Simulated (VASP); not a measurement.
C: band structure with PBE+D3(BJ)

The system is C, a slab with vacuum.

```xyz
6
Lattice="2.4656 0.0000 0.0000 -1.2328 2.1352 0.0000 0.0000 0.0000 24.8239" Properties=species:S:1:pos:R:3 pbc="T T T"
C     0.0000    0.0000    9.0172
C     1.2328    0.7117    9.0168
C     0.0000    0.0000   12.4119
C     0.0000    1.4235   12.4120
C     0.0000    0.0000   15.8067
C     1.2328    0.7117   15.8072
```

The slab is cut from a database's or a generator's crystal, which needn't be the stable form of the element.

```
Program                : VASP 6.6.1
Task                   : band structure
Functional             : PBE
Dispersion             : D3(BJ)
Potentials or basis    : VASP PAW PBE potentials, release 64 (C)
Cutoff                 : 520 eV
k mesh                 : 15 × 15 × 1
Occupations            : gaussian, width 0.03 eV
Spin                   : no spin polarisation
Dipole correction      : yes
Further INCAR settings : ALGO = Normal; EDIFF = 1e-06; NBANDS = 21
```

The band gap along the path is none (metal or under the smearing width), the dispersion energy per atom is -0.130 eV and the work function of the upper face is 4.28 eV. The work function of the lower face is 4.28 eV.

Levels at points of the mesh, in eV from the Fermi level:
```
           k point  band 9  band 10  band 11  band 12  band 13  band 14  band 15  band 16
(0.00, 0.00, 0.00)   -3.03    -3.03    -3.01    -3.01     3.49     3.68     4.48     5.37
```

It took 48 s on 4 MPI ranks on Intel(R) Xeon(R) 6975P-C (Granite Rapids), with other jobs on the host, peak memory 0.28 GiB a rank.
